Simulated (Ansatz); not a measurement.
Here is an Ansatz 0.2.0 calculation.

Contents of input.yaml:

```yaml
crystal:
  lattice:
    - [2.7836650458, 0.0, 0.0]
    - [-1.3918325229, 2.4107246453, 0.0]
    - [0.0, 0.0, 4.628893]
  atoms:
    - { symbol: Pd, position: [0.328501, 0.691682, 0.240991] }
    - { symbol: Pd, position: [0.66929, 0.343987, 0.758727] }
kpoints:
  mp_grid: { grid: [11, 11, 6] }
scf:
  occupations: { method: fermi_dirac, width: 0.05 }
hamiltonian:
  xc: pbe
  pseudopotentials: { kind: all_electron, lapw: { basis_error: 0.001 } }
output:
  forces: true
  stress: true
  eigenvalues: true
  populations: true
```

Potentials or basis: all-electron LAPW, scalar-relativistic.

The run is started by

```console
$ ansatz run input.yaml --threads 1 --pin off --max-ram 3072MiB --backend cpu --events-out ev --progress --plain --runs-dir out
```

**Question.** Predict the pressure.

**Answer.** -0.8 GPa.

**Question.** Predict the largest force.

**Answer.** 0.674 eV/Å.

Stress tensor (GPa, compression positive):
```
-1.38  0.42  0.16
 0.42 -0.63 -0.15
 0.16 -0.15 -0.29
```
